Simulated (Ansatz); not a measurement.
# Cu/BN/Cu: conductance against the thickness of the layer, part 3 of 6

Wanted: T(E), the conductance and its decay constant for Cu/BN/Cu. Both electrodes are Cu fcc(001); the barrier is BN zinc blende(001) (B and B faces). In the first transport cell, after relaxation, the nearest pair of electrode and barrier is Cu–B at 2.36 Å, at a slant, at the lower face and Cu–B at 2.36 Å, at a slant, at the upper one. All share a net of side 2.567 Å, which strains the lower electrode by +0.0 % and the barrier by +0.0 %, against typed lattice constants near PBE's. The first steps treat the bulk electrodes alone.

Ansatz 0.2.0; PBE DFT, plane waves, PAW files (the session's first sound run).

So far. Step 3 (Relaxation): The largest force component on a free atom ends at 0.0091 eV/Å. The work functions of the outer faces are 4.54 and 4.54 eV.

## 4. Transmission over a wide range of energy

This step: PBE DFT, plane waves, PAW files; ballistic transmission by layer matching between semi-infinite leads (Ansatz 0.2.0).

System of this step: Cu/BN/Cu. The cell holds 33 atoms: 22 Cu, 6 B and 5 N. Its edges and angles: a = 2.567 Å, b = 2.567 Å, c = 62.525 Å, α = 90.0°, β = 90.0°, γ = 90.0°. Regions: left electrode, 11 atoms (11 Cu); barrier, 11 atoms (6 B and 5 N); right electrode, 11 atoms (11 Cu). Vacuum lies along c.

The relaxed core is set between ideal electrode layers (this cell holds 11 atomic planes between the electrodes; where that differs from the relaxed slab, whole periods were copied in or cut out without a new relaxation), which the solver continues as semi-infinite leads. A wide energy window on a coarse mesh (14×14) shows where the Fermi level lies against the barrier's bands; the projected density of states shows how far the metals' states reach in.

Contents of input.yaml:

```yaml
crystal:
  lattice:
    - [2.567, 0.0, 0.0]
    - [0.0, 2.567, 0.0]
    - [0.0, 0.0, 62.5253627015]
  atoms:
    - { symbol: Cu, position: [0.0, 0.0, 0.1119545685] }
    - { symbol: Cu, position: [0.5, 0.5, 0.1409327523] }
    - { symbol: Cu, position: [0.0, 0.0, 0.1699109361] }
    - { symbol: Cu, position: [0.5, 0.5, 0.19888912] }
    - { symbol: Cu, position: [0.0, 0.0, 0.2278673038] }
    - { symbol: Cu, position: [0.5, 0.5, 0.2568454876] }
    - { symbol: Cu, position: [0.0, 0.0, 0.2858236715] }
    - { symbol: Cu, position: [0.5, 0.5, 0.3148018553] }
    - { symbol: Cu, position: [0.0, 0.0, 0.3437800392] }
    - { symbol: Cu, position: [0.5, 0.5, 0.372758223] }
    - { symbol: Cu, position: [0.0, 0.0, 0.4031359119] }
    - { symbol: B, position: [0.5, 0.5, 0.4272841865] }
    - { symbol: "N", position: [0.0, 0.5, 0.4419715767] }
    - { symbol: B, position: [0.0, 0.0, 0.4565656371] }
    - { symbol: "N", position: [0.5, 0.0, 0.4710218181] }
    - { symbol: B, position: [0.5, 0.5, 0.4855175178] }
    - { symbol: "N", position: [0.0, 0.5, 0.5000003175] }
    - { symbol: B, position: [0.0, 0.0, 0.5144831006] }
    - { symbol: "N", position: [0.5, 0.0, 0.5289787934] }
    - { symbol: B, position: [0.5, 0.5, 0.5434349542] }
    - { symbol: "N", position: [0.0, 0.5, 0.5580289862] }
    - { symbol: B, position: [0.0, 0.0, 0.5727163264] }
    - { symbol: Cu, position: [0.5, 0.5, 0.596864488] }
    - { symbol: Cu, position: [0.0, 0.0, 0.627241777] }
    - { symbol: Cu, position: [0.5, 0.5, 0.6562199608] }
    - { symbol: Cu, position: [0.0, 0.0, 0.6851981447] }
    - { symbol: Cu, position: [0.5, 0.5, 0.7141763285] }
    - { symbol: Cu, position: [0.0, 0.0, 0.7431545124] }
    - { symbol: Cu, position: [0.5, 0.5, 0.7721326962] }
    - { symbol: Cu, position: [0.0, 0.0, 0.80111088] }
    - { symbol: Cu, position: [0.5, 0.5, 0.8300890639] }
    - { symbol: Cu, position: [0.0, 0.0, 0.8590672477] }
    - { symbol: Cu, position: [0.5, 0.5, 0.8880454315] }
kpoints:
  mp_grid: { grid: [10, 10, 1] }
scf:
  occupations: { method: fermi_dirac, width: 0.1 }
  max_iter: 150
hamiltonian:
  xc: pbe
output:
  transmission:
    kmesh: [14, 14]
    e_range: [-4, 2]
    de: 0.1
    leads: [[4, 5], [27, 28]]
  dos: { projected: true, e_range: [-6, 5], de: 0.05 }
  write_potential: true
  write_density: true
  volumetric_format: npy
  elf: true
```

On the command line:

```bash
$ ansatz run input.yaml --threads 4 --pin off --max-ram 12288MiB --backend cpu --events-out ev --progress --plain --runs-dir out
```

Numbers of over 12 decimals in the logs are rounded to 6 here.

What it wrote:

```text
Warning: the atoms were moved onto the symmetric positions of the space group found under crystal.symmetry.tolerance 1.0e-5 (fractional; no operation is sought that the atoms, as they stand in a round, miss by more than twice it, and no atom is moved by as much as it), and the run uses the moved positions. Before a round's move an operation carried an atom to 2.60e-5 Å from where it should land, the largest such dist [...]
[...]
Crystal: 33 atoms, lattice volume = 412.010 Å³
Basis set: ecut = 420 eV, 8117 PW (Γ)
Bands: 277, of which v1, the nominal top of the filled ones, is band 231 counted from 1 (230 counted from 0)
Symmetry: 8 space group operations
[...]
k-points: 21 of 100
[...]
SCF iter   1: F=—  HF=-148616.896824 eV  |F-HF|=—  |Δ(HF+E_count)|=         —  Δρ=5.82e-3  dr2=7.02e0  ethr=1.77e-3  ⟨swp⟩=6.2  Hψ=21433  notcnv=0  defer=285
[...]
SCF iter  11: F=-148616.823389 eV  HF=-148616.823389 eV  |F-HF|=4.80e-9  |Δ(HF+E_count)|=   4.21e-8  Δρ=1.92e-6  dr2=3.03e-8  ethr=2.17e-11  ⟨swp⟩=12.0  Hψ=24268  notcnv=0
SCF 1 converged in 11 iterations: F = -148616.823389 eV  dr2 = 3.03e-8
[...]
transmission: 346 of 3456 steps passed
transmission: 694 of 3456 steps passed
[...]
transmission: 3456 of 3456 steps passed
WARN: The output density's exchange-correlation potential varies sharply where the density is thin. Do not read a vacuum level from v_tot or v_xc, or from such a field of the output density. On a cell that repeats whose density bears no net charge and no dipole along the vacuum's axis use v_es (v_loc + v_h of the components); under efield.dipole_correction with no amplitude use v_es + v_field, which holds any externa [...]
SCF converged after 11 iterations
Free energy (F): -148616.823389 eV
[...]
Internal energy: -148616.530394 eV  (E = F + TS)
E sigma→0 (E₀):  -148616.676892 eV
Entropy (-TS):   -0.292995 eV (-8.879 meV/atom)
Fermi energy:    11.800150 eV
[...]
--- Band table (eV; the first three rows and the last of 21) ---
  k-point 0: bands = [... 227 lower, 10.2864, 10.3146, 10.3552, 10.3596, 10.3596, 10.3626, 10.3626, 10.3630, ... 42 higher]
  k-point 1: bands = [... 227 lower, 10.2838, 10.2847, 10.3117, 10.3122, 10.3225, 10.3729, 10.3731, 10.8858, ... 42 higher]
  k-point 2: bands = [... 227 lower, 10.2757, 10.2761, 10.3488, 10.3490, 10.3515, 10.8487, 10.9470, 11.6720, ... 42 higher]
  k-point 20: bands = [... 227 lower, 13.8479, 14.0442, 14.0681, 14.3272, 14.5139, 14.7454, 14.8547, 14.9520, ... 42 higher]
--- Transmission ---
  basis      : 61 plane waves across, 54 finite elements along
  points     : 64, standing for a mesh of 14 x 14
  energies   : 61 from -4.000000 to 2.000000 eV about the Fermi level, 0.100000 eV apart; the leads are filled to 0.000000 eV, and channels, transmission and decay are at 0.000000 eV
  crystal 0  : Cu1, at the sites [4, 5], period 1.8119 Å, over 18.12 Å; its Hamiltonian steps by up to 9.8 meV
    offset         : up to 0.0000 Å between an atom of the period and one for which it stands
    channels       : 8.826531e-1 a spin
    conductance    : none, the energies end too early or step too widely for 300 K: set another output.transmission.e_range or a lower de, or, where they end at an eighth of basis.ecutwfc, a higher one
    slowest decay  : 0.1238 /Å at (0.4286, 0.4286)
[...]
channels       : 8.826531e-1 a spin
[...]
slowest decay  : 0.1241 /Å at (0.4286, 0.4286)
  junction   : crystal 0 to crystal 1, 15.85 to 46.26 Å
    transmission   : 5.694950e-5 a spin
[...]
```

Run time: 5.1 min. Hardware: 4 threads of Arm Neoverse V1, shared host; peak memory 3.9 GiB.

This step gave:

```yaml
free_energy: -148616.8234 eV
fermi_energy: 11.80 eV
level_to_which_the_leads_are_filled: 0 eV from the Fermi level
transmission_at_the_fermi_level_a_spin_zone_mean: 5.69e-5
channels_of_the_lower_lead: 0.8827
channels_of_the_upper_lead: 0.8827
potential_step_in_the_lower_lead: 9.8 meV
potential_step_in_the_upper_lead: 5.9 meV
```

One spin. Table of transmission, zone mean by energy, zero at the Fermi level:

| energy (eV) | transmission, zone mean |
| --- | --- |
| -4.00 | 0.00889 |
| -3.80 | 0.0371 |
| -3.60 | 0.0607 |
| -3.40 | 0.00446 |
| -3.20 | 0.00933 |
| -3.00 | 0.0165 |
| -2.80 | 0.0336 |
| -2.60 | 0.00780 |
| -2.40 | 0.0153 |
| -2.30 | 0.00544 |
| -2.10 | 0.00410 |
| -1.90 | 0.00283 |
| -1.70 | 0.00462 |
| -1.50 | 7.2e-4 |
| -1.30 | 4.0e-4 |
| -1.10 | 2.5e-4 |
| -0.90 | 1.7e-4 |
| -0.70 | 1.2e-4 |
| -0.50 | 9.2e-5 |
| -0.30 | 7.4e-5 |
| -0.10 | 6.0e-5 |
| 0.00 | 5.7e-5 |
| 0.10 | 5.7e-5 |
| 0.30 | 6.3e-5 |
| 0.60 | 1.8e-4 |
| 0.80 | 8.4e-4 |
| 1.00 | 0.00227 |
| 1.20 | 9.5e-4 |
| 1.40 | 0.00256 |
| 1.60 | 0.00115 |
| 1.80 | 0.00147 |
| 2.00 | 0.00198 |

One spin. Open channels, zone mean against energy, zero at the Fermi level:

| energy (eV) | lower lead | upper lead |
| --- | --- | --- |
| -4.00 | 1.28 | 1.28 |
| -3.80 | 1.02 | 0.934 |
| -3.70 | 1.28 | 1.28 |
| -3.50 | 1.22 | 1.22 |
| -3.40 | 1.48 | 1.48 |
| -3.20 | 1.87 | 1.79 |
| -3.00 | 1.83 | 1.81 |
| -2.90 | 1.84 | 1.84 |
| -2.70 | 2.02 | 2.02 |
| -2.50 | 1.81 | 1.81 |
| -2.40 | 1.83 | 1.74 |
| -2.20 | 2.30 | 2.30 |
| -2.10 | 2.06 | 2.08 |
| -1.90 | 2 | 1.92 |
| -1.70 | 2.24 | 2.24 |
| -1.60 | 2.65 | 2.65 |
| -1.40 | 0.658 | 0.658 |
| -1.20 | 0.740 | 0.740 |
| -1.10 | 0.740 | 0.740 |
| -0.90 | 0.781 | 0.781 |
| -0.80 | 0.821 | 0.821 |
| -0.60 | 0.821 | 0.821 |
| -0.40 | 0.903 | 0.903 |
| -0.30 | 0.903 | 0.903 |
| -0.10 | 0.883 | 0.883 |
| 0.00 | 0.883 | 0.883 |
| 0.10 | 0.923 | 0.923 |
| 0.20 | 0.923 | 0.923 |
| 0.40 | 0.944 | 0.944 |
| 0.50 | 0.944 | 0.944 |
| 0.70 | 0.944 | 0.944 |
| 0.90 | 0.985 | 0.985 |
| 1.00 | 0.964 | 0.964 |
| 1.20 | 0.923 | 0.923 |
| 1.40 | 1.01 | 1.01 |
| 1.50 | 0.934 | 0.934 |
| 1.70 | 0.929 | 0.929 |
| 1.80 | 0.929 | 0.929 |
| 2.00 | 0.949 | 0.949 |

Transmission over k1 and k2. At 0.0000 eV from the Fermi level.

Values in units of 1e-4, 14 rows by 14 columns:
```
0.0 0.0 0.5 0.9 0.5 0.0 0.1 0.2 0.1 0.0 0.5 0.9 0.5 0.0
0.0 0.5 2.6 1.3 0.1 0.1 0.7 2.0 0.7 0.1 0.1 1.3 2.6 0.5
0.0 0.9 1.3 0.3 0.0 0.1 0.8 1.3 0.8 0.1 0.0 0.3 1.3 0.9
0.0 0.5 0.1 0.0 0.3 0.1 0.4 1.2 0.4 0.1 0.3 0.0 0.1 0.5
0.0 0.0 0.1 0.1 0.1 0.5 2.3 2.7 2.3 0.5 0.1 0.1 0.1 0.0
0.0 0.1 0.7 0.8 0.4 2.3 0.3 0.2 0.3 2.3 0.4 0.8 0.7 0.1
0.0 0.2 2.0 1.3 1.2 2.7 0.2 3.3 0.2 2.7 1.2 1.3 2.0 0.2
0.0 0.1 0.7 0.8 0.4 2.3 0.3 0.2 0.3 2.3 0.4 0.8 0.7 0.1
0.0 0.0 0.1 0.1 0.1 0.5 2.3 2.7 2.3 0.5 0.1 0.1 0.1 0.0
0.0 0.5 0.1 0.0 0.3 0.1 0.4 1.2 0.4 0.1 0.3 0.0 0.1 0.5
0.0 0.9 1.3 0.3 0.0 0.1 0.8 1.3 0.8 0.1 0.0 0.3 1.3 0.9
0.0 0.5 2.6 1.3 0.1 0.1 0.7 2.0 0.7 0.1 0.1 1.3 2.6 0.5
0.0 0.0 0.5 0.9 0.5 0.0 0.1 0.2 0.1 0.0 0.5 0.9 0.5 0.0
0.0 0.0 0.0 0.0 0.0 0.0 0.0 0.0 0.0 0.0 0.0 0.0 0.0 0.0
```
Columns: k1 (b1) from -0.5 to 0.429; rows upwards: k2 (b2) from -0.5 to 0.429.

Open channels of the lower lead over k1 and k2. At 0.0000 eV from the Fermi level.

Values, 14 rows by 14 columns:
```
0.00 0.00 1.00 1.00 1.00 1.00 1.00 1.00 1.00 1.00 1.00 1.00 1.00 0.00
0.00 1.00 1.00 1.00 1.00 1.00 1.00 1.00 1.00 1.00 1.00 1.00 1.00 1.00
0.00 1.00 1.00 1.00 1.00 1.00 1.00 1.00 1.00 1.00 1.00 1.00 1.00 1.00
0.00 1.00 1.00 1.00 1.00 1.00 1.00 1.00 1.00 1.00 1.00 1.00 1.00 1.00
2.00 1.00 1.00 1.00 1.00 1.00 1.00 1.00 1.00 1.00 1.00 1.00 1.00 1.00
0.00 1.00 1.00 1.00 1.00 1.00 1.00 1.00 1.00 1.00 1.00 1.00 1.00 1.00
0.00 1.00 1.00 1.00 1.00 1.00 1.00 1.00 1.00 1.00 1.00 1.00 1.00 1.00
0.00 1.00 1.00 1.00 1.00 1.00 1.00 1.00 1.00 1.00 1.00 1.00 1.00 1.00
2.00 1.00 1.00 1.00 1.00 1.00 1.00 1.00 1.00 1.00 1.00 1.00 1.00 1.00
0.00 1.00 1.00 1.00 1.00 1.00 1.00 1.00 1.00 1.00 1.00 1.00 1.00 1.00
0.00 1.00 1.00 1.00 1.00 1.00 1.00 1.00 1.00 1.00 1.00 1.00 1.00 1.00
0.00 1.00 1.00 1.00 1.00 1.00 1.00 1.00 1.00 1.00 1.00 1.00 1.00 1.00
0.00 0.00 1.00 1.00 1.00 1.00 1.00 1.00 1.00 1.00 1.00 1.00 1.00 0.00
0.00 0.00 0.00 0.00 0.00 2.00 0.00 0.00 0.00 2.00 0.00 0.00 0.00 0.00
```
Columns: k1 (b1) from -0.5 to 0.429; rows upwards: k2 (b2) from -0.5 to 0.429.

Projected DOS an atom over height of the atomic layer and energy from the Fermi level. Layers: Cu Cu Cu Cu Cu Cu Cu Cu Cu Cu Cu B N B N B N B N B N B Cu Cu Cu Cu Cu Cu Cu Cu Cu Cu Cu; projections on atoms miss part of the total, and the computed bands can run out at the top of the range; a column is the mean of 3 neighbouring layers, the last of those left over.

Ten even steps from '_' (0.00 states/eV) to '@' (4.58 states/eV), each cell a mean:
```
______________________
______________________
______________________
______________________
______________________
______________________
______________________
______________________
______________________
______________________
______________________
______________________
::......______......::
@@%%@@--______--@@%%@@
%%##**==______==**##%%
######++______++######
++****++______++****++
======--______--======
--------______--------
..::::..______..::::..
______..______..______
______________________
```
Columns: height of the atomic layer (Å) from 8.81 to 53.7 (not evenly spaced); rows upwards: energy from the Fermi level (eV) from -6 to 5.

Valence density in the ca plane at fractional y = 0.500, with atoms of Cu and B and N within 0.2 Å of it. It is the smooth field of the valence electrons, not physical close to the nuclei.

Ten steps, logarithmic in the rise over the least value, from '0' (0 e/Å³) to '9' (49 e/Å³), each cell a mean:
```
10000124431000013442100010000000001000000000
00000123320000012331000232100000023310000012
00001122100001112210002576200000157630000025
00011111000001111100003798300000279840000037
00011111100001111110002697300000268730000026
00001122210000112221001354100000134410000013
10000123321000013432100111000000011100000001
10000134431000013443100000000000000000000000
```
Columns run along c (16.0 Å, from fractional 0.46 to 0.71 of the cell), rows up along a (2.6 Å). Atoms in or near the plane, at fractional coordinates: B at (0.49, 0.50), N at (0.50, 0.00), B at (0.54, 0.50), N at (0.56, 0.00), Cu at (0.60, 0.50), Cu at (0.66, 0.50).

ELF in the ca plane at fractional y = 0.500, with atoms of Cu and B and N within 0.2 Å of it. It is the smooth field of the valence electrons, not physical close to the nuclei.

Values, 5 rows by 16 columns, each cell a mean:
```
0.19 0.22 0.23 0.24 0.19 0.24 0.24 0.43 0.67 0.45 0.09 0.66 0.62 0.19 0.25 0.71
0.35 0.23 0.24 0.21 0.38 0.19 0.38 0.42 0.66 0.16 0.20 0.48 0.49 0.09 0.25 0.67
0.54 0.29 0.23 0.22 0.61 0.18 0.44 0.27 0.35 0.05 0.25 0.19 0.24 0.08 0.21 0.33
0.24 0.21 0.24 0.21 0.25 0.21 0.32 0.49 0.78 0.27 0.15 0.63 0.63 0.11 0.28 0.80
0.22 0.25 0.23 0.26 0.21 0.26 0.21 0.36 0.50 0.51 0.06 0.61 0.51 0.23 0.22 0.56
```
Columns run along c (16.0 Å, from fractional 0.31 to 0.56 of the cell), rows up along a (2.6 Å). Atoms in or near the plane, at fractional coordinates: Cu at (0.31, 0.50), Cu at (0.37, 0.50), B at (0.43, 0.50), N at (0.44, 0.00), B at (0.49, 0.50), N at (0.50, 0.00), B at (0.54, 0.50), N at (0.56, 0.00).

Electrostatic potential energy in the ca plane at fractional y = 0.500, with atoms of Cu and B and N within 0.2 Å of it. With pseudopotentials it is smooth inside the atoms' cores, unlike the true potential.

Ten even steps from '0' (-46 eV) to '9' (14 eV), each cell a mean:
```
99999899999999989999999986115999998501699999
99986568999998556999999877558999977655899987
99962127999995113799998414789999841489999973
99951015999994001699997201799999710179999961
99951016999994102799998302799999720379999972
99984348999997435899999756778999865677999986
99998789999999878999999986226999988622799998
99999999999999999999999995004899998400599999
```
Columns run along c (16.0 Å, from fractional 0.29 to 0.54 of the cell; values clipped at the 3rd and 97th percentile), rows up along a (2.6 Å). Atoms in or near the plane, at fractional coordinates: Cu at (0.31, 0.50), Cu at (0.37, 0.50), B at (0.43, 0.50), N at (0.44, 0.00), B at (0.49, 0.50), N at (0.50, 0.00).

At the Fermi level the transmission is 5.7e-5, as a zone mean for one spin on this coarse mesh. At the Fermi level the layers of this cell's barrier hold from 0.0012 to 0.24 states an eV and atom. In the worse lead the potential repeats within 9.8 meV, which the program lets pass.

(Continued in part 4 of 6.)

[Logs are printed without paths, hosts, clocks, repeated set-up lines and the standing remarks that a program may print on its own settings, such as how far it seeks lower states.]

[Hosts, paths, dates, database ids (printed as entryN), source tags and the programs' standing remarks are cut or masked in the printed files.]
